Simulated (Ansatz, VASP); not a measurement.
## LiF (base) in VASP and in Ansatz

File INCAR:

```
ALGO = Normal
EDIFF = 1E-7
EDIFFG = -0.002
ENCUT = 600
GGA = PE
IBRION = 2
ISIF = 3
ISMEAR = 0
LASPH = True
LCHARG = False
LREAL = False
LWAVE = False
NELM = 60
NSW = 100
PREC = Accurate
SIGMA = 0.02
```

KPOINTS

```
k-points
0
Gamma
  10 10 10
```

File POSCAR:

```
LiF
1.0
    0.0000000000      2.0140000000      2.0140000000
    2.0140000000      0.0000000000      2.0140000000
    2.0140000000      2.0140000000      0.0000000000
Li F
1 1
Direct
    0.0000000000      0.0000000000      0.0000000000
    0.5000000000      0.5000000000      0.5000000000
```

Input for Ansatz:

```yaml
crystal:
  lattice:
    - [0.0, 2.014, 2.014]
    - [2.014, 0.0, 2.014]
    - [2.014, 2.014, 0.0]
  atoms:
    - { symbol: Li, position: [0.0, 0.0, 0.0] }
    - { symbol: F, position: [0.5, 0.5, 0.5] }
basis:
  ecutwfc: 420
kpoints:
  mp_grid: { grid: [10, 10, 10] }
hamiltonian:
  xc: pbe
  pseudopotentials: { kind: paw }
scf:
  occupations: { method: gaussian, width: 0.02 }
output:
  forces: true
  stress: true
  eigenvalues: true
relax:
  adjacent_minimum: "off"
  f_tol: 0.002
  max_steps: 80
  cell: { stress_tol: 0.02 }
```

Alike in both runs: task relaxation of cell and atoms; functional PBE; k mesh 10 × 10 × 10; occupations gaussian, width 0.02 eV; no spin polarisation.

|  | VASP | Ansatz |
| --- | --- | --- |
| version | VASP 6.6.1 | Ansatz 0.2.0 |
| potentials or method | VASP PAW PBE potentials, release 64 (Li_sv, F) | scalar-relativistic, plane waves, PAW |
| plane-wave cutoff (eV) | 600 | 420 |
| valence electrons in the cell | 10 | 10 |

```tsv
	VASP	Ansatz	Ansatz less VASP
gap on the k mesh at the Fermi level, each at its own relaxed structure (eV)	8.92	8.83	-0.086
relaxed volume (Å³/atom)	8.33	8.41	+0.084
relaxed cell length with the largest relative difference (Å)	2.867	2.876	+0.0096
energy change over the relaxation (meV/atom)	-1	-2	-1.0
```

Caveats: the cutoff is under 1.25 times the usual one of these potentials, so pressure, stress and relaxed cells hold a basis-set (Pulay) error (VASP). PBE usually gives volumes a little too large and moduli too small. A k mesh can miss the band edges.
